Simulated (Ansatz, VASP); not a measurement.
TePb: VASP beside Ansatz

Contents of INCAR:

```
  PREC = Accurate
  ENCUT = 580
  EDIFF = 1E-7
  ISMEAR = -1
  SIGMA = 0.05
  LREAL = False
  LASPH = True
  NELM = 60
  ALGO = Normal
  ISIF = 3
  LWAVE = False
  LCHARG = False
  GGA = PE
  IBRION = 2
  NSW = 40
  EDIFFG = -0.02
```

Contents of KPOINTS:

```
Automatic mesh
0
Gamma
  7 7 7
```

POSCAR

```
TePb
1.0
    0.0000000000      3.2310000000      3.2310000000
    3.2310000000      0.0000000000      3.2310000000
    3.2310000000      3.2310000000      0.0000000000
Pb Te
1 1
Direct
    0.0000000000      0.0000000000      0.0000000000
    0.5000000000      0.5000000000      0.5000000000
```

input.yaml

```yaml
crystal:
  lattice:
    - [0.0, 3.231, 3.231]
    - [3.231, 0.0, 3.231]
    - [3.231, 3.231, 0.0]
  atoms:
    - { symbol: Pb, position: [0.0, 0.0, 0.0] }
    - { symbol: Te, position: [0.5, 0.5, 0.5] }
hamiltonian:
  xc: pbe
  pseudopotentials: { kind: paw }
kpoints:
  mp_grid: { grid: [7, 7, 7] }
scf:
  occupations: { method: fermi_dirac, width: 0.05 }
output:
  forces: true
  stress: true
relax:
  f_tol: 0.01
  max_steps: 40
  cell: { stress_tol: 0.05 }
```

Alike in both runs: task relaxation of cell and atoms; functional PBE; k mesh 7 × 7 × 7; occupations fermi-dirac, width 0.05 eV; no spin polarisation.

```csv
,VASP,Ansatz
version,VASP 6.6.1,Ansatz 0.2.0
potentials or method,"VASP PAW PBE potentials, release 64 (Pb, Te)",Ansatz PAW
plane-wave cutoff (eV),580,420
valence electrons in the cell,10,30
```

|  | VASP | Ansatz | Ansatz less VASP |
| --- | --- | --- | --- |
| relaxed volume (Å³/atom) | 35.29 | 35.47 | +0.182 |
| relaxed cell length with the largest relative difference (Å) | 4.639 | 4.647 | +0.0080 |
| energy change over the relaxation (meV/atom) | -9 | -11 | -1.4 |

The two sets of potentials don't hold the same shells in valence.

Caveats: the plane-wave basis is chosen anew once the cell has moved, so the energies of steps on either side of that aren't comparable (Ansatz). Zero-point motion and thermal expansion aren't in these numbers. PBE usually gives volumes a little too large and moduli too small.
